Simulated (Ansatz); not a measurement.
# AlO under changes of volume

One of the cells (10.618 Å³/atom); the others are scaled copies at fixed shape and fractional positions:

```xyz
2
Lattice="2.7692 0.0000 0.0000 0.0000 2.7692 0.0000 0.0000 0.0000 2.7692" Properties=species:S:1:pos:R:3 pbc="T T T"
Al    1.3846    1.3846    1.3846
O     0.0000    0.0000    0.0000
```

The cell was built by a generator and needn't be a form met in nature.

| Property | Result |
| --- | --- |
| Program | Ansatz 0.2.0 |
| Functional | PBE |
| Potentials or basis | SSSP efficiency PAW |
| Cutoff | 680 eV |
| Density cutoff | 6803 eV |
| k mesh | 10 × 10 × 10 |
| Occupations | fermi-dirac, width 0.05 eV |
| Spin | no spin polarisation |

```tsv
volume (Å³/atom)	energy over the lowest point (meV/atom)	pressure (GPa)
9.981	?	?
10.193	7.20	5.8
10.405	1.69	2.7
10.618	0.00	0.0
10.830	1.81	-2.5
11.042	6.79	-4.8
11.255	14.66	-6.9
```

Question: What does the run at 9.981 Å³/atom give?

Answer: Energy over the lowest point 16.89 meV/atom; pressure 9.1 GPa.

Worked out: A Birch-Murnaghan fit of order 3 (a polynomial in V^(-2/3)) to the other rows has its minimum at 10.61 Å³/atom with B0 = V·E''(V) = 132 GPa and B' = 3.8. It gives 16.95 meV/atom at 9.981 Å³/atom, against the run's 16.89, and -dE/dV = 9.1 GPa, against 9.1.

Energies are extrapolated to zero smearing.

Caveats: an odd number of electrons without spin polarisation forces a metal; a magnetic or distorted state may lie lower.
